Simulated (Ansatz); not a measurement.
## SiNi: equation of state with LDA

The system is SiNi.

```
Ni Si
1.0
     2.94277    0.00000    0.00000
     0.00000    3.28033    0.00000
     0.00000    0.00000    4.67745
Ni Si
2 2
Direct
  0.50000 0.50000 0.34250
  0.00000 0.00000 0.65750
  0.50000 0.50000 0.84314
  0.00000 0.00000 0.15686
```

The cell is a database's computed one.

| Item | Value |
| --- | --- |
| Program | Ansatz 0.2.0 |
| Task | equation of state |
| Functional | LDA |
| Potentials or basis | Ansatz PAW |
| Cutoff | 420 eV |
| Density cutoff | 1680 eV |
| k mesh | 9 × 8 × 6 |
| Occupations | fermi-dirac, width 0.05 eV |
| Spin | collinear spin, ferromagnetic start |
| Starting moments | [1.0, 1.0, 0.0, 0.0] μB |

```
Equilibrium volume                        : 11.02 Å³/atom
Bulk modulus at fixed shape and positions : 214 GPa
Pressure derivative of the bulk modulus   : 4.6
```

Energy against volume, from the lowest point:
```csv
volume (Å³/atom),energy (meV/atom)
10.611,10.60
10.837,1.91
11.062,0.00
11.288,4.14
11.514,13.67
11.740,28.01
11.965,46.61
```

All runs of the series together: 76 s on 2 threads of Arm Neoverse V1 (shared host).

Caveat: the cell was scaled at fixed shape and fractional positions, which overstates the stiffness of a crystal with free parameters, most of all of layers and chains.
